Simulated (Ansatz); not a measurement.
**linear Te chain under tension and compression**

Does stretching change the magnetism or the channel count of the linear Te chain?

Calculated with Ansatz 0.2.0; DFT PBEsol, plane waves, PAW; relaxation of a chain's period, in the first sound run; inputs show where later runs differ.

## 1. Set-up

The cell holds 1 atom: 1 Te. Its edges and angles: a = 7.500 Å, b = 7.500 Å, c = 2.567 Å, α = 90.0°, β = 90.0°, γ = 90.0°. Vacuum lies along a and b. The structure's axis is c.

## 2. Relaxation of atoms and period

Band widths follow the bond lengths, so the chain is relaxed first. The atoms and the third cell vector are free; the box across stays fixed as vacuum. Moments are seeded so that a magnetic state can form if it lies lower. A Fermi-Dirac smearing is set since the result may be a metal. The pressure printed is a third of the stress's trace over the whole box, vacuum included; only the stress along the axis is relaxed.

input.yaml reads:

```yaml
crystal:
  lattice:
    - [7.5, 0.0, 0.0]
    - [0.0, 7.5, 0.0]
    - [0.0, 0.0, 2.5668]
  atoms:
    - { symbol: Te, position: [0.5, 0.5, 0.0], spin: 0.3 }
magnetization:
  spin_polarized: true
kpoints:
  mp_grid: { grid: [1, 1, 32] }
scf:
  occupations: { method: fermi_dirac, width: 0.05 }
hamiltonian:
  xc: pbesol
relax:
  cell: { fix: [a, b, alpha, beta, gamma] }
  max_steps: 60
```

Launch:

```
ansatz run input.yaml --threads 4 --pin off --max-ram 8192MiB --backend cpu --events-out ev --progress --plain --runs-dir out
```

Numbers of over 12 decimals in the logs are rounded to 6 here.

Log:

```text
Engine: ansatz 0.2.0, x86_64-unknown-linux-gnu
Pseudopotentials: kind: paw
Pseudopotential: Te, paw, valence charge 16, recommended cutoff 420 eV (normal), Te.paw.azcp
Functional definition: PBEsol
  exchange = pbesol_x
  correlation = pbesol_c
Crystal: 1 atoms, lattice volume = 144.383 Å³
Basis set: ecut = 420 eV, 2849 PW (Γ), exchange–correlation on 108×108×36 points (8 copies of the dense FFT grid, shifted against one another)
Bands: 13, of which v1, the nominal top of the filled ones, is band 8 counted from 1 (7 counted from 0)
Symmetry: 16 space group operations
Space group: P4/mmm (ITA 123), of the structure as read, at distance tolerance 5.2e-5 Å
Magnetic group: BNS 123.339 (UNI 999), of the structure as read, at distance tolerance 5.2e-5 Å
k-points: 17 of 32
Non-local potential: Te, projectors of the file, l = 0: 2, l = 1: 2, l = 2: 2, l = 3: 2
PAW form: soft (Blöchl's): semilocal exchange-correlation on the pseudo side does not see the compensation charge
PAW frozen core: Te, regenerated for the run's functional, and the local potential with it (the file was generated under x = pbe(κ = 0.804, μ = 0.219515), c = pbe(β = 0.066725))
PAW one-centre angular grid: Te, 590 points (default); XC on 64 Gauss nodes
Initial density: superposition of atomic densities (neutral atoms: chi_scale 0, normalization atom)
Starting moments: Σ|m| = 0.3 μB on 1 of 1 site
Initial wavefunctions: pseudopotential atomic-orbital guess
Functional: x = pbesol(κ = 0.804, μ = 0.123457), c = pbesol(β = 0.046)
iter 1 solved again at ethr=1.72e-4 eV; its pass at ethr=3.10e-3 eV (dr2=2.75e-2 eV) is discarded
SCF iter   1: F=—  HF=-6900.539883 eV  |F-HF|=—  |Δ(HF+E_count)|=         —  Δρ=7.26e-3 (↑7.26e-3 ↓6.45e-3)  dr2=3.06e-2  dr2_m=5.83e-2  M=0.039 μB ∫|m|=0.039 μB  β_m=0.30  ethr=1.72e-4  ⟨swp⟩=1.3  Hψ=3736  notcnv=0
preconditioner: auto → Resta (q_TF=auto, 1.891 Å⁻¹)  ε∞=1.5  [insulator: Δε(μ)=0.307 eV  Ē_g=9.636 eV  σ=0.050 eV  W_gap=0.59  n_scr=20 (ndim 8)  ℏωp=6.9 eV  f_vac=0.655  D(μ)=0.84/eV (n_scr^D=4)  ε∞_Penn≈1.5  vacuum switching on, ρ_ref=6.7e-3 e/Å³]
spin=Collinear: Resta preconditioning applied to the charge; magnetization (m = ρ↑ − ρ↓) channel mixes plain (no charge-response kernel on spin).
SCF iter   2: F=—  HF=-6900.538332 eV  |F-HF|=—  |Δ(HF+E_count)|=   1.55e-3  Δρ=5.11e-3 (↑5.11e-3 ↓4.55e-3)  dr2=1.39e-2  dr2_m=2.91e-2  M=0.032 μB ∫|m|=0.032 μB  β_m=0.30  ethr=1.72e-4  ⟨swp⟩=1.8  Hψ=510  notcnv=0
SCF iter   3: F=—  HF=-6900.536554 eV  |F-HF|=—  |Δ(HF+E_count)|=   1.78e-3  Δρ=3.35e-3 (↑3.35e-3 ↓3.29e-3)  dr2=4.02e-4  dr2_m=1.45e-2  M=0.027 μB ∫|m|=0.027 μB  β_m=0.30  ethr=8.68e-5  ⟨swp⟩=2.4  Hψ=732  notcnv=0
SCF iter   4: F=—  HF=-6900.537797 eV  |F-HF|=—  |Δ(HF+E_count)|=   1.24e-3  Δρ=2.37e-3 (↑2.37e-3 ↓2.32e-3)  dr2=1.46e-4  dr2_m=7.26e-3  M=0.022 μB ∫|m|=0.022 μB  β_m=0.30  ethr=2.51e-6  ⟨swp⟩=1.9  Hψ=568  notcnv=0
SCF iter   5: F=—  HF=-6900.538501 eV  |F-HF|=—  |Δ(HF+E_count)|=   7.04e-4  Δρ=1.68e-3 (↑1.64e-3 ↓1.68e-3)  dr2=2.70e-6  dr2_m=3.65e-3  M=0.018 μB ∫|m|=0.018 μB  β_m=0.30  ethr=9.14e-7  ⟨swp⟩=2.5  Hψ=596  notcnv=0
SCF iter   6: F=—  HF=-6900.538860 eV  |F-HF|=—  |Δ(HF+E_count)|=   3.59e-4  Δρ=1.18e-3 (↑1.17e-3 ↓1.18e-3)  dr2=5.67e-7  dr2_m=1.84e-3  M=0.015 μB ∫|m|=0.015 μB  β_m=0.30  ethr=1.69e-8  ⟨swp⟩=2.0  Hψ=651  notcnv=0
SCF iter   7: F=—  HF=-6900.539054 eV  |F-HF|=—  |Δ(HF+E_count)|=   1.94e-4  Δρ=8.39e-4 (↑8.39e-4 ↓8.37e-4)  dr2=6.29e-8  dr2_m=9.29e-4  M=0.012 μB ∫|m|=0.012 μB  β_m=0.30  ethr=3.55e-9  ⟨swp⟩=2.4  Hψ=660  notcnv=0
Mixer restart at iter 7: flushing history
spin-set hold released at iteration 7 (site moments contracting): the magnetisation degrees of freedom join the quasi-Newton model from the next iteration; the mixer history was flushed
SCF iter   8: F=—  HF=-6900.539160 eV  |F-HF|=—  |Δ(HF+E_count)|=   1.06e-4  Δρ=5.98e-4 (↑5.98e-4 ↓5.97e-4)  dr2=2.95e-8  dr2_m=4.72e-4  M=0.010 μB ∫|m|=0.010 μB  β_m=0.65  ethr=3.93e-10  ⟨swp⟩=3.3  Hψ=809  notcnv=0
SCF iter   9: F=—  HF=-6900.539300 eV  |F-HF|=—  |Δ(HF+E_count)|=   1.40e-4  Δρ=4.16e-5 (↑4.16e-5 ↓4.16e-5)  dr2=5.63e-10  dr2_m=2.29e-6  M=0.003 μB ∫|m|=0.003 μB  β_m=0.82  ethr=1.85e-10  ⟨swp⟩=4.0  Hψ=917  notcnv=0
SCF iter  10: F=—  HF=-6900.539322 eV  |F-HF|=—  |Δ(HF+E_count)|=   2.18e-5  Δρ=2.00e-5 (↑2.00e-5 ↓1.99e-5)  dr2=5.10e-11  dr2_m=5.29e-7  M=0.001 μB ∫|m|=0.001 μB  β_m=0.91  ethr=3.52e-12  ⟨swp⟩=4.9  Hψ=1374  notcnv=0
SCF iter  11: F=—  HF=-6900.539324 eV  |F-HF|=—  |Δ(HF+E_count)|=   1.67e-6  Δρ=1.18e-6 (↑1.13e-6 ↓1.18e-6)  dr2=8.59e-11  dr2_m=1.74e-9  M=0.000 μB ∫|m|=0.000 μB  β_m=0.96  ethr=1.00e-12  ⟨swp⟩=4.8  Hψ=1356  notcnv=0
SCF iter  12: F=-6900.539324 eV  HF=-6900.539324 eV  |F-HF|=8.55e-11  |Δ(HF+E_count)|=   6.28e-9  Δρ=1.34e-7 (↑1.30e-7 ↓1.34e-7)  dr2=6.43e-11  dr2_m=9.42e-12  M=0.000 μB ∫|m|=0.000 μB  ethr=1.00e-12  ⟨swp⟩=3.7  Hψ=1156  notcnv=0
WARN: the starting moments were not kept: the SCF closed with an absolute magnetisation of 4.4e-6 μB, where they sum to 0.3 μB in size (1 site). That is at most 0.1 of that sum. Measured as dr2_m measures the in/out step, that magnetisation stands 2.4e-12 eV from none, at or under the dr2_threshold of 1.0e-7 eV: it is no larger than a step whose dr2_m would equal this threshold. The system may hold no moment; this SC [...]
SCF 1 converged in 12 iterations: F = -6900.539324 eV  dr2 = 6.43e-11
  greatest PAW one-centre occupation: 0.999 electrons in one spin orbital (limit 2), on the Te atom at site 0 (counted from 0), in its partial waves of l = 2
relax step   1: F+E_penalty+E_count = -6900.53932379 eV  Δ(F+E_penalty+E_count) = +0.000e0 eV  max|allowed force component| = 0.000e0 eV/Å  Δτ_max = 0.0000 Å  P = +2.150 GPa  Ω = 144.383 Å³  fix = [a, b, alpha, beta, gamma]  reactions: a +0.152, b +0.152 GPa  (12 SCF iters, dr2 threshold 1.00e-7 eV, accepted)
Crystal: 1 atoms, lattice volume = 151.421 Å³
Basis set: ecut = 420 eV, 3017 PW (Γ), exchange–correlation on 108×108×36 points (8 copies of the dense FFT grid, shifted against one another)
Initial density: handed on by an earlier stage of this run
Starting moments: Σ|m| = 0.3 μB on 1 of 1 site; this step starts from the density that it was given
Initial wavefunctions: those handed on with the density
iter 1 solved again at ethr=5.42e-5 eV; its pass at ethr=3.10e-3 eV (dr2=8.67e-3 eV) is discarded
SCF iter   1: F=—  HF=-6900.689651 eV  |F-HF|=—  |Δ(HF+E_count)|=         —  Δρ=1.01e-3 (↑7.46e-4 ↓1.01e-3)  dr2=9.10e-3  dr2_m=1.02e-4  M=-0.002 μB ∫|m|=0.002 μB  β_m=0.30  ethr=5.42e-5  ⟨swp⟩=1.9  Hψ=3584  notcnv=0
[...]
iter 5 did not close the SCF: its close was put off for a magnetic moment that had not settled (scf_convergence_deferred on its scf_iter line)
SCF iter   5: F=-6900.690572 eV  HF=-6900.690572 eV  |F-HF|=1.21e-10  |Δ(HF+E_count)|=   3.78e-8  Δρ=5.19e-7 (↑5.19e-7 ↓3.91e-7)  dr2=6.27e-10  dr2_m=1.74e-10  M=-0.000 μB ∫|m|=0.000 μB  β_m=0.70  ethr=6.91e-11  ⟨swp⟩=2.0  Hψ=1376  notcnv=0
iter 6 did not close the SCF: its close was put off for a magnetic moment that had not settled (scf_convergence_deferred on its scf_iter line)
SCF iter   6: F=-6900.690572 eV  HF=-6900.690572 eV  |F-HF|=7.09e-11  |Δ(HF+E_count)|=  1.03e-10  Δρ=2.15e-7 (↑2.15e-7 ↓1.60e-7)  dr2=1.59e-11  dr2_m=4.47e-11  M=-0.000 μB ∫|m|=0.000 μB  β_m=0.85  ethr=2.80e-12  ⟨swp⟩=1.0  Hψ=1210  notcnv=0
SCF iter   7: F=-6900.690572 eV  HF=-6900.690572 eV  |F-HF|=2.73e-12  |Δ(HF+E_count)|=  1.18e-10  Δρ=6.08e-8 (↑3.85e-8 ↓6.08e-8)  dr2=2.30e-12  dr2_m=3.07e-12  M=-0.000 μB ∫|m|=0.000 μB  ethr=1.00e-12  ⟨swp⟩=1.0  Hψ=1172  notcnv=0
the starting moments were not kept: the SCF closed with an absolute magnetisation of 3.9e-6 μB, where they sum to 0.3 μB in size (1 site). That is at most 0.1 of that sum. Measured as dr2_m measures the in/out step, that magnetisation stands 2.1e-12 eV from none, at or under the dr2_threshold of 1.0e-7 eV: it is no larger than a step whose dr2_m would equal this threshold.
SCF 3 converged in 7 iterations: F = -6900.690572 eV  dr2 = 2.30e-12
relax step   3: F+E_penalty+E_count = -6900.69057163 eV  Δ(F+E_penalty+E_count) = -4.718e-3 eV  max|allowed force component| = 0.000e0 eV/Å  Δτ_max = 0.0000 Å  P = +0.188 GPa  Ω = 152.707 Å³  energy of the carried Pulay correction = -3.674e-4 eV  fix = [a, b, alpha, beta, gamma]  reactions: a +0.155, b +0.155 GPa  (7 SCF iters, dr2 threshold 1.00e-7 eV, accepted)
[...]
relax step   4: F+E_penalty+E_count = -6900.69094824 eV  Δ(F+E_penalty+E_count) = -3.766e-4 eV  max|allowed force component| = 0.000e0 eV/Å  Δτ_max = 0.0000 Å  P = +0.106 GPa  Ω = 153.197 Å³  energy of the carried Pulay correction = -3.882e-4 eV  fix = [a, b, alpha, beta, gamma]  reactions: a +0.155, b +0.155 GPa  (6 SCF iters, dr2 threshold 1.00e-7 eV, accepted)
Basis set: ecut = 420 eV, 3033 PW (Γ), exchange–correlation on 108×108×40 points (8 copies of the dense FFT grid, shifted against one another)
Initial wavefunctions: pseudopotential atomic-orbital guess (no wavefunctions were taken with the density)
iter 1 solved again at ethr=1.16e-6 eV; its pass at ethr=3.10e-3 eV (dr2=1.86e-4 eV) is discarded
SCF iter   1: F=—  HF=-6900.689308 eV  |F-HF|=—  |Δ(HF+E_count)|=         —  Δρ=7.23e-5 (↑7.23e-5 ↓7.23e-5)  dr2=8.64e-7  dr2_m=3.70e-12  M=-0.000 μB ∫|m|=0.000 μB  β_m=0.30  ethr=1.16e-6  ⟨swp⟩=3.1  Hψ=4140  notcnv=0
preconditioner: auto → none  [insulator: Δε(μ)=0.274 eV  Ē_g=10.626 eV  σ=0.050 eV  W_gap=0.73  n_scr=12 (ndim 8)  ℏωp=7.3 eV  f_vac=0.665  D(μ)=1.03/eV (n_scr^D=4)  ε∞_Penn≈1.5]
SCF iter   2: F=—  HF=-6900.690349 eV  |F-HF|=—  |Δ(HF+E_count)|=   1.04e-3  Δρ=5.05e-5 (↑5.05e-5 ↓5.05e-5)  dr2=4.02e-7  dr2_m=2.69e-12  M=-0.000 μB ∫|m|=0.000 μB  β_m=0.57  ethr=5.40e-9  ⟨swp⟩=2.6  Hψ=751  notcnv=0
SCF iter   3: F=—  HF=-6900.691316 eV  |F-HF|=—  |Δ(HF+E_count)|=   9.67e-4  Δρ=5.45e-6 (↑5.45e-6 ↓5.45e-6)  dr2=1.31e-8  dr2_m=4.73e-13  M=-0.000 μB ∫|m|=0.000 μB  β_m=0.62  ethr=2.51e-9  ⟨swp⟩=2.3  Hψ=859  notcnv=0
SCF iter   4: F=—  HF=-6900.691328 eV  |F-HF|=—  |Δ(HF+E_count)|=   1.15e-5  Δρ=9.77e-7 (↑9.76e-7 ↓9.77e-7)  dr2=7.29e-10  dr2_m=1.64e-13  M=-0.000 μB ∫|m|=0.000 μB  β_m=0.70  ethr=8.18e-11  ⟨swp⟩=2.1  Hψ=552  notcnv=0
SCF iter   5: F=—  HF=-6900.691298 eV  |F-HF|=—  |Δ(HF+E_count)|=   2.97e-5  Δρ=1.11e-7 (↑1.11e-7 ↓1.10e-7)  dr2=1.08e-10  dr2_m=4.46e-14  M=-0.000 μB ∫|m|=0.000 μB  β_m=0.85  ethr=4.56e-12  ⟨swp⟩=3.3  Hψ=718  notcnv=0
SCF iter   6: F=—  HF=-6900.691298 eV  |F-HF|=—  |Δ(HF+E_count)|=   1.19e-9  Δρ=4.95e-8 (↑4.95e-8 ↓4.87e-8)  dr2=1.52e-11  dr2_m=4.31e-15  M=-0.000 μB ∫|m|=0.000 μB  β_m=0.76  ethr=1.00e-12  ⟨swp⟩=2.0  Hψ=548  notcnv=0
SCF iter   7: F=-6900.691298 eV  HF=-6900.691298 eV  |F-HF|=9.09e-13  |Δ(HF+E_count)|=  6.37e-10  Δρ=9.65e-9 (↑9.65e-9 ↓8.24e-9)  dr2=7.68e-13  dr2_m=3.47e-15  M=-0.000 μB ∫|m|=0.000 μB  ethr=1.00e-12  ⟨swp⟩=5.6  Hψ=1519  notcnv=0
the starting moments were not kept: the SCF closed with an absolute magnetisation of 1.3e-7 μB, where they sum to 0.3 μB in size (1 site). That is at most 0.1 of that sum. Measured as dr2_m measures the in/out step, that magnetisation stands 2.5e-15 eV from none, at or under the dr2_threshold of 1.0e-11 eV: it is no larger than a step whose dr2_m would equal this threshold.
SCF 5 converged in 7 iterations: F = -6900.691298 eV  dr2 = 7.68e-13
relax step   5: F+E_penalty+E_count = -6900.69129797 eV  Δ(F+E_penalty+E_count) = -3.497e-4 eV  max|allowed force component| = 0.000e0 eV/Å  Δτ_max = 0.0000 Å  P = +0.105 GPa  Ω = 153.197 Å³  fix = [a, b, alpha, beta, gamma]  reactions: a +0.154, b +0.154 GPa  stress off target by 6.75e-3 GPa on what of the cell is left free  SCF on the basis re-selected at this cell (its energy is not comparable with the rows above)  (7 SCF iters)
basis re-selected at this cell: Δ(F+E_penalty+E_count) = -3.497e-4 eV, ΔP = -0.001 GPa vs the last step (what re-selecting the basis moved, of the pressure what is left beyond the Pulay correction that the steps carried, after the strain that the cell walked since its last selection, with what the two solves' SCF thresholds leave and, on support functions, any second-order correction that the steps lacked; it is no measure of the basis error at this ecutwfc). The dense FFT grid was sized anew with the basis: this SCF ran on 54×54×20 points, the steps before it on 54×54×18, so part of this shift can come from that change (see relax.cell in the input reference). [rest of the remark cut]
SCF converged after 7 iterations
Magnetization: -0.0000 μB (8.0000 up, 8.0000 down)
Absolute magnetization: 0.0000 μB (∫|ρ↑−ρ↓|, with the PAW one-centre terms)
Spin contamination: 0.0000 ħ² per cell (⟨S²⟩ above its minimum at these occupations)
Per-site moments (μB) at R_I (Å): [(-6.292512778122309e-8, 1.123448)]
Free energy (F): -6900.691298 eV
Harris-Foulkes:  -6900.691298 eV  (|F-HF|=9.09e-13)
Internal energy: -6900.683196 eV  (E = F + TS)
E sigma→0 (E₀):  -6900.687247 eV
Entropy (-TS):   -0.008102 eV (-8.102 meV/atom)
Fermi energy:    -2.176945 eV
--- Per-component energies (eV) ---
  E_band       = -431.453843
  E_kinetic    = 180.159498
  E_local      = -3192.630839  (includes V_loc(G=0)·N_el)
  E_nonlocal   = -307.815316
  E_hartree    = 1685.779922
  E_xc         = -122.259239
  E_vxc        = -102.593521  (∫ρ·V_xc dr)
  E_paw        = -4584.636976  (= ΣΔE_a)
  E_vpaw       = -380.133314  (= ΣTr[D̂ρ^β])
  E_aug_tail   = -0.000203  (compensation charges beyond the density's cutoff)
  E_ewald      = -559.654857
  E_core_change = 0.374815  (= ΣΔE_core)
  E_smearing   = -0.008102  (= −TS)
  E_closure    = -0.000000  (closes the sum)
  Σ components = -6900.691298   (vs F -6900.691298, Δ=0.00e0)
--- Forces (eV/Å), atoms counted from 1 ---
  atom   1  Te     0.00000000     0.00000000     0.00000000
  max |Σ_I F_I| component: 4.42e-29 eV/Å
--- Stress (GPa, compression-positive) ---
        0.154026       0.000000       0.000000
        0.000000       0.154026       0.000000
        0.000000       0.000000       0.006751
  P = ⅓ Tr σ = 0.1049 GPa (1.049 kbar)
--- Relaxed structure (4 steps of the walk, 4 accepted, 1 SCFs on fresh bases) ---
  F+E_penalty+E_count = -6900.69129797 eV   max|allowed force component| = 0.000e0 eV/Å   (the final SCF, on the basis selected at the relaxed cell)
  cell:  # Å, volume = 153.1974 Å³
    - [7.5, 0.0, 0.0]
    - [0.0, 7.5, 0.0]
    - [0.0, 0.0, 2.723510]
  atoms:
    - { symbol: Te, position: [0.5, 0.5, 0.0] }
```

It took 21 s on 4 threads of Intel Xeon Platinum 8488C (Sapphire Rapids), shared host; peak memory 0.47 GiB.

Relaxation path:

| step | energy less that of the first step (eV) | largest force component (eV/Å) | pressure (GPa) | volume (Å³) |
| --- | --- | --- | --- | --- |
| 1 | 0.0000 | 0.0000 | 2.15 | 144.38 |
| 2 | -0.1465 | 0.0000 | 0.42 | 151.42 |
| 3 | -0.1512 | 0.0000 | 0.19 | 152.71 |
| 4 | -0.1516 | 0.0000 | 0.11 | 153.20 |
| 5* | -0.1520 | 0.0000 | 0.10 | 153.20 |

Relaxation steps marked * repeat the geometry before them on a plane-wave basis chosen anew for their cell, so energy and pressure can jump there.

| cell as run | before | after | change |
| --- | --- | --- | --- |
| c (Å) | 2.567 | 2.724 | +6.1 % |

Final coordinates:

```xyz
1
Lattice="7.5000 0.0000 0.0000 0.0000 7.5000 0.0000 0.0000 0.0000 2.7235" Properties=species:S:1:pos:R:3
Te    3.7500    3.7500    0.0000
```

Numbers from this step:

- energy at zero smearing: -6900.6872 eV
- cell length along the wire: 2.724 Å

The cell's length comes to 2.724 Å with no moment.

## 3. At a set period, period over the relaxed period 0.88, k-mesh 1×1×34

This step: DFT PBEsol, plane waves, PAW; channels and complex bands of a perfect chain (Ansatz 0.2.0).

The period is set to 0.88 times the relaxed one: shorter bonds widen the bands.

The cell differs from the one that the last finished run ended in (c 2.724 → 2.397 Å).

input.yaml, the sections that differ from step 2:

```yaml
crystal:
  lattice:
    - [7.5, 0.0, 0.0]
    - [0.0, 7.5, 0.0]
    - [0.0, 0.0, 2.3966887933]
  atoms:
    - { symbol: Te, position: [0.5, 0.5, 0.0], spin: 0.3 }
kpoints:
  mp_grid: { grid: [1, 1, 34] }
output:
  transmission:
    e_range: [-2, 2]
    de: 0.035
    kmesh: [1, 1]
    reduced_basis: true
    leads: [[0, 0]]
  stress: true
# magnetization, scf, hamiltonian: as in step 2
# relax: removed
```

Log:

```text
[...]
Crystal: 1 atoms, lattice volume = 134.814 Å³
Basis set: ecut = 420 eV, 2617 PW (Γ)
Bands: 13, of which v1, the nominal top of the filled ones, is band 8 counted from 1 (7 counted from 0)
Symmetry: 16 space group operations
[...]
k-points: 18 of 34
[...]
Starting moments: Σ|m| = 0.3 μB on 1 of 1 site
[...]
SCF iter  12: F=-6899.891010 eV  HF=-6899.891010 eV  |F-HF|=1.46e-10  |Δ(HF+E_count)|=   1.71e-9  Δρ=1.24e-7 (↑1.13e-7 ↓1.24e-7)  dr2=1.22e-10  dr2_m=1.26e-12  M=0.000 μB ∫|m|=0.000 μB  ethr=1.00e-12  ⟨swp⟩=3.3  Hψ=1246  notcnv=0
SCF 1 converged in 12 iterations: F = -6899.891010 eV  dr2 = 1.22e-10
[...]
transmission: 6 of 36 steps passed
transmission: 9 of 36 steps passed
[...]
transmission: 36 of 36 steps passed
SCF converged after 12 iterations
Magnetization: 0.0000 μB (8.0000 up, 8.0000 down)
Absolute magnetization: 0.0000 μB (∫|ρ↑−ρ↓|, with the PAW one-centre terms)
[...]
Per-site moments (μB) at R_I (Å): [(5.143814369270544e-7, 0.988634)]
Free energy (F): -6899.891010 eV
[...]
Internal energy: -6899.883258 eV  (E = F + TS)
E sigma→0 (E₀):  -6899.887134 eV
Entropy (-TS):   -0.007752 eV (-7.752 meV/atom)
Fermi energy:    -1.138230 eV
[...]
--- Stress (GPa, compression-positive) ---
        0.147749      -0.000000       0.000000
       -0.000000       0.147749       0.000000
        0.000000       0.000000      16.985345
  P = ⅓ Tr σ = 5.7603 GPa (57.603 kbar)
--- Band table (eV; the first three rows and the last of 36) ---
  k-point 0 ↑: bands = [... 4 lower, -38.1896, -15.5256, -5.1580, -5.1580, 1.6424, 3.0994, 4.0758, 5.0090, ... 1 higher]
  k-point 1 ↑: bands = [... 4 lower, -38.1893, -15.5030, -5.1320, -5.1320, 1.6633, 3.1214, 4.0972, 5.0323, ... 1 higher]
  k-point 2 ↑: bands = [... 4 lower, -38.1884, -15.4352, -5.0541, -5.0541, 1.7256, 3.1873, 4.1613, 5.1021, ... 1 higher]
  k-point 17 ↓: bands = [... 4 lower, -38.0642, -8.6176, -8.3403, 0.1171, 0.1171, 4.6318, 4.6318, 7.7070, ... 1 higher]
--- Transmission ---
  basis      : 497 plane waves across, 3 finite elements along
  points     : 1, standing for a mesh of 1 x 1
  filling    : by the input's occupations and mesh, since the crystals that have channels conduct as metals do. If one of these is a semiconductor, that mesh has misplaced its level
  energies   : 115 from -2.000000 to 1.990000 eV about the Fermi level, 0.035000 eV apart; the leads are filled to 0.000000 eV, and channels, transmission and decay are at -0.005000 eV
  crystal 0  : Te1, at the sites [0, 0], period 2.3967 Å: whole cells are its period
    offset         : up to 0.0000 Å between an atom of the period and one for which it stands
    filled         : 113.5 meV under the level at which it is neutral
    channels       : 3.000000e0 up, 3.000000e0 down
    conductance    : 4.1323e14 S/m² at 300 K; may be off by some 0.0 % by where its bands' edges are placed, 0.0 % from the distance to neutral
```

Elapsed: 53 s, on 4 threads; peak memory 0.5 GiB; 97 s of CPU time.

Reading the cycles: dr2 is the Hartree energy of the density residual (eV), the measure of convergence; HF is the Harris–Foulkes estimate of the energy, which meets the free energy F at convergence.

Numbers from this step:

* energy at zero smearing: -6899.8871 eV
* channels at the energy nearest the Fermi level, spin up: 3
* channels at the energy nearest the Fermi level, spin down: 3
* conductance of the lead as this run defines it: 3.000 G₀
* band gap: 0 eV

Open channels of the lead against energy, zero at the Fermi level:

| energy (eV) | spin up | spin down |
| --- | --- | --- |
| -2.00 | 3 | 3 |
| -1.90 | 3 | 3 |
| -1.79 | 3 | 3 |
| -1.69 | 3 | 3 |
| -1.58 | 3 | 3 |
| -1.48 | 3 | 3 |
| -1.37 | 3 | 3 |
| -1.23 | 3 | 3 |
| -1.12 | 3 | 3 |
| -1.02 | 3 | 3 |
| -0.92 | 3 | 3 |
| -0.81 | 3 | 3 |
| -0.70 | 3 | 3 |
| -0.60 | 3 | 3 |
| -0.49 | 3 | 3 |
| -0.39 | 3 | 3 |
| -0.28 | 3 | 3 |
| -0.18 | 3 | 3 |
| -0.07 | 3 | 3 |
| -0.01 | 3 | 3 |
| 0.07 | 3 | 3 |
| 0.17 | 3 | 3 |
| 0.28 | 3 | 3 |
| 0.38 | 3 | 3 |
| 0.48 | 3 | 3 |
| 0.59 | 3 | 3 |
| 0.69 | 3 | 3 |
| 0.80 | 3 | 3 |
| 0.91 | 3 | 3 |
| 1.01 | 3 | 3 |
| 1.11 | 3 | 3 |
| 1.22 | 3 | 3 |
| 1.36 | 1 | 1 |
| 1.47 | 1 | 1 |
| 1.57 | 1 | 1 |
| 1.68 | 1 | 1 |
| 1.78 | 1 | 1 |
| 1.89 | 1 | 1 |
| 1.99 | 1 | 1 |

At the computed energy nearest the Fermi level there are 3 spin-up and 3 spin-down channels, and the thermal average gives 3.00 G₀.

(Continued in part 2 of 3.)

[Logs are printed without paths, hosts, clocks, repeated set-up lines and the standing remarks that a program may print on its own settings, such as how far it seeks lower states.]

[Hosts, paths, dates, database ids (printed as entryN), source tags and the programs' standing remarks are cut or masked in the printed files.]
